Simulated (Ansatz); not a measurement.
Nudged elastic band run: Si

input.yaml

```yaml
crystal:
  lattice:
    - [0.0, 5.43, 5.43]
    - [5.43, 0.0, 5.43]
    - [5.43, 5.43, 0.0]
  atoms:
    - { symbol: Si, position: [0.00031939, 0.0002132, 0.00078412] }
    - { symbol: Si, position: [0.12319553, 0.12315681, 0.12349065] }
    - { symbol: Si, position: [-0.00302429, -0.00306268, 0.50370064] }
    - { symbol: Si, position: [0.12277493, 0.12269969, 0.63238261] }
    - { symbol: Si, position: [-0.00309013, 0.50333605, -0.00280679] }
    - { symbol: Si, position: [0.1227589, 0.63177165, 0.12317061] }
    - { symbol: Si, position: [-0.00317702, 0.50303148, 0.50356856] }
    - { symbol: Si, position: [0.12640819, 0.6245477, 0.62485769] }
    - { symbol: Si, position: [0.50337949, -0.00311332, -0.00279139] }
    - { symbol: Si, position: [0.63188404, 0.12268424, 0.12317054] }
    - { symbol: Si, position: [0.50311701, -0.00324243, 0.50357488] }
    - { symbol: Si, position: [0.62458636, 0.12638461, 0.62486157] }
    - { symbol: Si, position: [0.50310438, 0.50302543, -0.00279743] }
    - { symbol: Si, position: [0.62457946, 0.62454453, 0.1266165] }
    - { symbol: Si, position: [0.49996558, 0.49994262, 0.50016859] }
    - { symbol: Si, position: [0.62444337, 0.62438522, 0.62480029] }
    - { symbol: Si, position: [0.25033281, 0.25023321, 0.25075526] }
basis:
  ecutwfc: 420.0
kpoints:
  mp_grid: { grid: [2, 2, 2] }
hamiltonian:
  xc: pbesol
scf:
  occupations: { method: fermi_dirac, width: 0.05 }
  lower_state_search: "off"
neb:
  images: 5
  f_tol: 0.05
  initial_path: idpp
  max_iterations: 22
  spring: { min: 2.0, max: 10.0 }
  final_atoms:
    - { symbol: Si, position: [0.00158081, -0.00144475, 7.44e-06] }
    - { symbol: Si, position: [0.12266181, 0.12807982, 0.12176835] }
    - { symbol: Si, position: [-0.0057987, 0.00205362, 0.5019163] }
    - { symbol: Si, position: [0.12264424, 0.12809179, 0.6276066] }
    - { symbol: Si, position: [0.00088459, 0.50065271, 0.00019489] }
    - { symbol: Si, position: [0.12519564, 0.6251726, 0.12485449] }
    - { symbol: Si, position: [0.00093832, 0.50067058, 0.49832871] }
    - { symbol: Si, position: [0.12232651, 0.62205041, 0.62786345] }
    - { symbol: Si, position: [0.50292882, 0.00271247, -0.00702781] }
    - { symbol: Si, position: [0.62898062, 0.12888911, 0.1211072] }
    - { symbol: Si, position: [0.50294691, 0.0026827, 0.50147839] }
    - { symbol: Si, position: [0.62574915, 0.12523193, 0.62454366] }
    - { symbol: Si, position: [0.49854023, 0.50142055, 0.00011322] }
    - { symbol: Si, position: [0.62823695, 0.6224073, 0.1218024] }
    - { symbol: Si, position: [0.5023724, 0.49368015, 0.50203823] }
    - { symbol: Si, position: [0.62828919, 0.6223471, 0.62771075] }
    - { symbol: Si, position: [0.37592609, -0.12459108, 0.3744262] }
  order_check: false
```

Launched with:

```bash
$ ansatz run input.yaml --threads 1 --pin off --max-ram 3072MiB --backend cpu --events-out ev --progress --plain --runs-dir out
```

Output, in part (warnings, iteration lines):

```
NEB end point (image 0): max|allowed force component| = 2.151e-2 eV/Å (the criterion of neb.relax_end_points is 1.000e-2)
NEB end point (image 6): max|allowed force component| = 1.916e-2 eV/Å (the criterion of neb.relax_end_points is 1.000e-2)
NEB iter   1: max|band force component| = 2.472e0 eV/Å  barrier→ = 0.9909 eV  barrier← = 0.9909 eV  Δτ_max = 0.1363 Å  (50 SCF iters)
NEB iter   2: max|band force component| = 1.050e0 eV/Å  barrier→ = 0.5021 eV  barrier← = 0.5021 eV  Δτ_max = 0.1926 Å  (33 SCF iters)
NEB iter   3: max|band force component| = 2.706e-1 eV/Å  barrier→ = 0.3419 eV  barrier← = 0.3420 eV  CI = image 3  Δτ_max = 0.1342 Å  (33 SCF iters)
NEB iter   4: max|band force component| = 1.545e-1 eV/Å  barrier→ = 0.3122 eV  barrier← = 0.3122 eV  CI = image 3  Δτ_max = 0.0678 Å  (31 SCF iters)
NEB iter   5: max|band force component| = 7.363e-2 eV/Å  barrier→ = 0.3067 eV  barrier← = 0.3068 eV  CI = image 3  Δτ_max = 0.0154 Å  (28 SCF iters)
NEB iter   6: max|band force component| = 2.332e-2 eV/Å  barrier→ = 0.3055 eV  barrier← = 0.3055 eV  CI = image 3  Δτ_max = 0.0000 Å  (25 SCF iters)
```

It converged. The order of the stationary point at the top wasn't checked. Limits of this set-up: coarse k mesh.

Final band (atoms are numbered from 1 in the order of the input):

```
image  path coordinate (Å)  energy (eV)  Si6–Si17 (Å)  Si15–Si17 (Å)
    0                 0.00         0.00          2.39           4.69
    1                 0.72         0.16          2.47           4.10
    2                 1.23         0.27          2.68           3.62
    3                 1.69         0.31          3.13           3.14
    4                 2.14         0.27          3.61           2.68
    5                 2.65         0.17          4.10           2.47
    6                 3.37         0.00          4.70           2.39
```

Run time: 3.3 min on 1 thread of Arm Neoverse V2, with other jobs on the host, peak memory 0.78 GiB.
